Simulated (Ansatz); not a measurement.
An input for Ansatz 0.2.0 (AgBr):

input.yaml

```yaml
crystal:
  lattice:
    - [0.0, 2.87015, 2.87015]
    - [2.87015, 0.0, 2.87015]
    - [2.87015, 2.87015, 0.0]
  atoms:
    - { symbol: Ag, position_ang: [0.0, 0.0, 0.0] }
    - { symbol: Br, position_ang: [2.87015, 2.87015, 2.87015] }
hamiltonian:
  xc: pw91
  pseudopotentials: { kind: paw, core: large }
  dispersion: d3bj
kpoints:
  mp_grid: { grid: [8, 8, 8] }
scf:
  occupations: { method: fixed }
output:
  eigenvalues: true
dielectric:
  method: response
```

Potentials or basis: Ansatz PAW large core.

Launch:

```console
$ ansatz run input.yaml --threads 1 --pin off --max-ram 2560MiB --backend cpu --events-out ev --progress --plain --runs-dir out
```

Question: What does the program do with it?

Answer: The run stopped without a result. It printed:

Output:

```text
Error: YAML parse error: error: line 10 column 7: hamiltonian.xc: unknown variant `pw91`, expected one of `lda`, `lda-pw`, `pw92`, `pbe`, `pbesol`, `rpbe`, `revpbe`, `blyp`, `pbe0`, `revpbe0`, `b3lyp`, `b3lyp5`, `hse06`, `wpbeh`, `hiss`, `lc_wpbe`, `cam_b3lyp`, `hf`, `r2scan`, `r2scanh`, `r2scan0`, `r2scan50`, `mr2scan`
  --> <input>:10:7
   |
 8 |     - { symbol: Br, position_ang: [2.87015, 2.87015, 2.87015] }
 9 | hamiltonian:
10 |   xc: pw91
   |       ^ hamiltonian.xc: unknown variant `pw91`, expected one of `lda`, `lda-pw`, `pw92`, `pbe`, `pbesol`, `rpbe`, `revpbe`, `blyp`, `pbe0`, `revpbe0`, `b3lyp`, `b3lyp5`, `hse06`, `wpbeh`, `hiss`, `lc_wpbe`, `cam_b3lyp`, `hf`, `r2scan`, `r2scanh`, `r2scan0`, `r2scan50`, `mr2scan`
11 |   pseudopotentials: { kind: paw, core: large }
12 |   dispersion: d3bj
   |
```
